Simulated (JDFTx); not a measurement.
Crystal: SiO2.

```xyz
9
Lattice="5.0611 0.0000 0.0000 -2.5305 4.3830 0.0000 0.0000 0.0000 5.5405" Properties=species:S:1:pos:R:3 pbc="T T T"
Si    2.5305    0.0000    0.0000
Si    1.2653    2.1915    1.8468
Si   -1.2653    2.1915    3.6937
O     1.5838    0.9144    0.9234
O     3.4773    0.9144    4.6171
O     0.0000    1.8288    2.7703
O     0.9467    3.4686    0.9234
O    -0.9467    3.4686    4.6171
O     2.5305    2.5542    2.7703
```

The cell comes from a database or a generator and needn't be the stable form of this composition.

```yaml
Program: JDFTx 1.7.0 (patched build)
Task: single point
Functional: PBEsol
Potentials_or_basis: PseudoDojo-SR-PBEsol-0.4.1-standard with smoothed tails
Cutoff: 1143 eV
Density_cutoff: 9143 eV
k_mesh: 6 × 6 × 5
Occupations: fermi-dirac, width 0.05 eV
Spin: no spin polarisation
```

On this cell: pressure 1.6 GPa; largest force 0.112 eV/Å; band gap on the k mesh 5.66 eV, indirect (least direct gap 5.86 eV).

The same run follows on a disturbed copy (atoms moved at random, drawn with an rms of 0.05 Å):

```
Si O
1.0
     5.06109    0.00000    0.00000
    -2.53054    4.38303    0.00000
     0.00000    0.00000    5.54050
Si O
3 6
Direct
  0.50188 0.99584 0.99639
  0.51070 0.50093 0.32189
  0.99788 0.50121 0.67224
  0.41972 0.21065 0.15528
  0.79078 0.22425 0.82729
  0.20557 0.41725 0.50188
  0.57705 0.79269 0.16772
  0.20837 0.77921 0.83139
  0.79849 0.57367 0.49479
```

Q: What does the disturbed cell give?

A: The energy moves by +56.0 meV/atom; pressure 4.7 GPa; largest force 4.535 eV/Å; band gap on the k mesh 5.36 eV, indirect (least direct gap 5.54 eV).

Forces on the atoms (eV/Å):
```
Si  -0.547  0.866 -1.142
Si  -1.609 -0.747  2.883
Si   1.746  0.163 -3.213
O   -0.209 -0.113 -0.014
O   -0.987 -3.617  2.551
O    2.054  0.207 -1.343
O    0.806  0.172 -0.065
O    0.620  2.477  1.711
O   -1.874  0.594 -1.369
```

Stress tensor (GPa, compression positive):
```
-0.12 -1.55  3.33
-1.55  9.78 -1.12
 3.33 -1.12  4.31
```

Caveats: the empty levels aren't tightly converged; an odd mesh through Γ misses points on the zone boundary, where band edges often lie.
